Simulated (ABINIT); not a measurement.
# Au (Cmcm) in ABINIT: relaxation of cell and atoms with r2SCAN

Aim: the relaxation of cell and atoms of Au with r2SCAN.

Everything below comes from runs of ABINIT 10.8.3 (patched build). Logs are shortened: lines on timing, memory, paths and dates and some standing lists are left out, and cuts for length are marked. The log counts tension as positive stress, the text compression.

### Step 1. Starting point

Symmetry: Cmcm, No. 63, orthorhombic system. The conventional cell has a = 2.823 Å, b = 5.112 Å, c = 4.893 Å, α = 90.00°, β = 90.00°, γ = 90.00°. Au (site symmetry m2m) is surrounded by 12 Au at 2.82 to 2.97 Å.

This isn't the form of Au at room conditions, which is fcc.

### Step 2. Relaxation of cell and atoms, r2SCAN

File run.abi:

```
pp_dirpath "./"
pseudos "Au.GGA_PBE-JTH.xml"

acell 3*1.0
rprim
     2.6669893108    -4.8300134101     0.0000000000
     2.6669893108     4.8300134101     0.0000000000
     0.0000000000     0.0000000000     9.2467504442
ntypat 1
znucl 79
natom 2
typat 1 1
xred
     0.3346720300     0.6653279700     0.2500000000
     0.6653279700     0.3346720300     0.7500000000
chkprim 0
chksymtnons 0
tolsym 1.0e-6

ecut 24.0
pawecutdg 46.0
pawovlp -1

kptopt 1
ngkpt 9 9 5
nshiftk 1
shiftk 0.0 0.0 0.0

ixc -497498
usekden 1
pawxcdev 0

nband 15
occopt 3
tsmear 0.00183747

nstep 100
tolvrs 1.0e-7

iomode 3
prtwf 0
prtden 0
prteig 0
prtebands 0

ionmov 2
ntime 60
tolmxf 0.0001
optcell 2
dilatmx 1.08
ecutsm 0.5
```

Potentials or basis: JTH PAW PBE v2.0.

Launch:

```
mpirun --bind-to none -np 4 abinit run.abi > log 2>&1
```

run.abo:

```text
.Version 10.8.3 of ABINIT
 Symmetries : space group Cm c m (# 63); Bravais oC (1-face-center ortho.)
================================================================================
 Values of the parameters that define the memory need of the present run
     intxc =       0    ionmov =       2      iscf =      17    lmnmax =      18
     lnmax =       6     mgfft =      48  mpssoang =       3    mqgrid =    3049
     natom =       2  nloc_mem =       2    nspden =       1   nspinor =       1
    nsppol =       1      nsym =       8    n1xccc =       1    ntypat =       1
    occopt =       3   xclevel =       2
       mpw =        1704          nfft =       43200          nkpt =          75
Pmy_natom=         1
 PAW method is used; the additional fine FFT grid is defined by:
   mgfftf=        64    nfftf =    102400
================================================================================
================================================================================

--------------------------------------------------------------------------------
------------- Echo of variables that govern the present computation ------------
--------------------------------------------------------------------------------
 -outvars: echo values of preprocessed input variables --------
            acell      1.0000000000E+00  1.0000000000E+00  1.0000000000E+00 Bohr
              amu      1.96966540E+02
          chkprim           0
      chksymtnons           0
          dilatmx      1.08000000E+00
             ecut      2.40000000E+01 Hartree
           ecutsm      5.00000000E-01 Hartree
           ionmov           2
                       outvar_i_n : Printing only first  50 k-points.
              ixc     -497498
                       outvar_i_n : Printing only first  50 k-points.
         kptrlatt        9    0    0      0    9    0      0    0    5
          kptrlen      4.62337522E+01
            natom           2
            nband          15
            ngfft          30      30      48
          ngfftdg          40      40      64
             nkpt          75
            nstep         100
             nsym           8
            ntime          60
           ntypat           1
                       prtocc : prtvol=0, do not print more k-points.
           occopt           3
          optcell           2
        pawecutdg      4.60000000E+01 Hartree
          pawovlp     -1.0000000000E+00
         pawxcdev           0
           prtden           0
        prtebands           0
           prteig           0
          prtkden           1
            prtwf           0
            rprim      2.6669893108E+00 -4.8300134101E+00  0.0000000000E+00
                       2.6669893108E+00  4.8300134101E+00  0.0000000000E+00
                       0.0000000000E+00  0.0000000000E+00  9.2467504442E+00
          spgroup          63
           tolmxf      1.00000000E-04
           tolsym      1.00000000E-06
           tolvrs      1.00000000E-07
[... 1654 lines left out ...]
    2      1.44864766523266    -0.83654655734075     3.63049499124478

 cartesian forces (hartree/bohr) at end:
    1      0.00000000000000    -0.00000249578030    -0.00000000000000
    2     -0.00000000000000     0.00000249578030    -0.00000000000000
 frms,max,avg= 1.4409394E-06 2.4957803E-06   0.000E+00  0.000E+00  0.000E+00 h/b

 cartesian forces (eV/Angstrom) at end:
    1      0.00000000000000    -0.00012833818285    -0.00000000000000
    2     -0.00000000000000     0.00012833818285    -0.00000000000000
 frms,max,avg= 7.4096084E-05 1.2833818E-04   0.000E+00  0.000E+00  0.000E+00 e/A
 length scales=  5.474725253628  5.474725253628  9.147521646577 bohr
              =  2.897099838210  2.897099838210  4.840659988326 angstroms
 Fermi (or HOMO) energy (hartree) =   0.26254   Average Vxc (hartree)=  -0.44385
 Eigenvalues (hartree) for nkpt=  75  k points:
 kpt#   1, nband= 15, wtk=  0.00247, kpt=  0.0000  0.0000  0.0000 (reduced coord)
  -0.09501   -0.00791    0.08187    0.09112    0.09117    0.10233    0.10235    0.12556
   0.12562    0.17536    0.17541    0.23374    0.36033    0.84606    0.89131
      occupation numbers for kpt#   1
   2.00000    2.00000    2.00000    2.00000    2.00000    2.00000    2.00000    2.00000
   2.00000    2.00000    2.00000    2.00000    0.00000    0.00000    0.00000
 prteigrs : prtvol=0 or 1, do not print more k-points.

--- !EnergyTerms
iteration_state     : {dtset: 1, itime: 15, icycle: 1, }
comment             : Components of total free energy in Hartree
kinetic             :  1.86846393130343E+01
hartree             :  7.71248804945176E+00
xc                  : -5.54030067315636E+00
Ewald energy        : -7.10989810625695E+01
psp_core            :  6.52275650197379E+00
local_psp           : -2.86940916055439E+01
PAW spherical_terms :  1.03058422994843E+02
internal            :  3.06449335180335E+01
'-kT*entropy'       : -4.36335587228897E-05
total_energy        :  3.06448898844748E+01
total_energy_eV     :  8.33889935112000E+02
...

--- !EnergyTermsDC
iteration_state     : {dtset: 1, itime: 15, icycle: 1, }
comment             : '"Double-counting" decomposition of free energy'
band_energy         :  2.29974436248880E+00
Ewald energy        : -7.10989810625695E+01
psp_core            :  6.52275650197379E+00
xc_dc               : -6.28735519731060E+00
PAW spherical_terms :  9.92085557706087E+01
internal            :  3.06447203751911E+01
'-kT*entropy'       : -4.36335587228897E-05
total_energy_dc     :  3.06446767416324E+01
total_energy_dc_eV  :  8.33884135199789E+02
...

--- !EnergyTermsWithPAWCore
iteration_state     : {dtset: 1, itime: 15, icycle: 1, }
comment             : 'Components of total free energy, including PAW core contributions'
Total energy        : -3.80250693018505E+04
Total energy DC     : -3.80250695149933E+04
Total energy (eV)   : -1.03471484780285E+06
Total energy DC (eV): -1.03471485360276E+06
...

 rms coord change=  1.1329E-03   atom, delta coord (reduced):
     1       -0.001387459702      0.001387459702      0.000000000000
     2        0.001387459702     -0.001387459702      0.000000000000

 Cartesian components of stress tensor (hartree/bohr^3)
  sigma(1 1)=  6.21073350E-09  sigma(3 2)=  0.00000000E+00
  sigma(2 2)= -2.91222666E-07  sigma(3 1)=  0.00000000E+00
  sigma(3 3)= -1.25470089E-07  sigma(2 1)=  0.00000000E+00

-Cartesian components of stress tensor (GPa)         [Pressure=  4.0256E-03 GPa]
- sigma(1 1)=  1.82726088E-04  sigma(3 2)=  0.00000000E+00
- sigma(2 2)= -8.56806665E-03  sigma(3 1)=  0.00000000E+00
- sigma(3 3)= -3.69145747E-03  sigma(2 1)=  0.00000000E+00

== END DATASET(S) ==============================================================
================================================================================

 -outvars: echo values of variables after computation  --------
            acell      5.4747252536E+00  5.4747252536E+00  9.1475216466E+00 Bohr
           etotal      3.0644676742E+01
            fcart      2.2198153400E-22 -2.4957802956E-06 -0.0000000000E+00
                      -2.2198153400E-22  2.4957802956E-06 -0.0000000000E+00
            rprim      5.0003373930E-01 -8.6600592351E-01  0.0000000000E+00
                       5.0003373930E-01  8.6600592351E-01  0.0000000000E+00
                       0.0000000000E+00  0.0000000000E+00  1.0000000000E+00
           strten      6.2107334969E-09 -2.9122266615E-07 -1.2547008921E-07
                       0.0000000000E+00  0.0000000000E+00  0.0000000000E+00
           xangst      1.4486476652E+00  8.3654655734E-01  1.2101649971E+00
                       1.4486476652E+00 -8.3654655734E-01  3.6304949912E+00
             xred      3.3328457030E-01  6.6671542970E-01  2.5000000000E-01
                       6.6671542970E-01  3.3328457030E-01  7.5000000000E-01
 Calculation completed.
```

It took 28 min on 4 MPI ranks of Intel Xeon at 2.50GHz (Skylake/Cascade Lake), shared host; peak memory 0.6 GiB.

What came out:

* Free energy: 833.8841 eV
* Relaxed volume: 17.59 Å³/atom
* Relaxed cell: a = 2.897 Å, b = 2.897 Å, c = 4.841 Å, α = 90.00°, β = 90.00°, γ = 120.00°
* Space group after relaxing (to 0.05 Å): P6_3/mmc (No. 194)
* Energy gained by relaxing: 8.2 meV/atom
* Ionic steps: 15
* Pressure after relaxing: 0.0 GPa
* Band gap on the k mesh: none (metal or under the smearing width)
* Valence electrons inside the program's atomic spheres: Au 9.50 (radii [1.3275] Å)

The path:
```csv
step,energy change (eV),largest force (eV/Å),pressure (GPa),volume (Å³)
1,0.0000,0.0205,-0.13,35.30
2,-0.0046,0.0173,-0.16,35.29
3,-0.0161,0.0046,0.11,35.17
4,-0.0163,0.0079,0.11,35.16
5,-0.0163,0.0085,0.05,35.18
6,-0.0164,0.0087,-0.03,35.19
7,-0.0164,0.0086,-0.06,35.20
8,-0.0164,0.0080,-0.05,35.20
9,-0.0164,0.0078,-0.03,35.20
10,-0.0164,0.0074,0.03,35.18
11,-0.0164,0.0068,0.05,35.18
12,-0.0164,0.0048,0.10,35.17
13,-0.0164,0.0027,0.11,35.17
14,-0.0164,0.0000,0.06,35.18
15,-0.0164,0.0001,0.00,35.19
```

Final structure:
```
Au
1.0
     1.44865   -2.50891    0.00000
     1.44865    2.50891    0.00000
     0.00000    0.00000    4.84066
Au
2
Direct
  0.33328 0.66672 0.25000
  0.66672 0.33328 0.75000
```

Levels at points of the mesh, in eV from the Fermi level:
```
           k point  band 8  band 9  band 10  band 11  band 12  band 13  band 14  band 15
(0.00, 0.00, 0.00)   -3.73   -3.73    -2.37    -2.37    -0.78     2.66    15.88    17.11
```

Caveat: totals of a meta-GGA on PAW files have another zero than those of a GGA; the PAW data sets were made with another functional, which shifts forces and pressure a little.
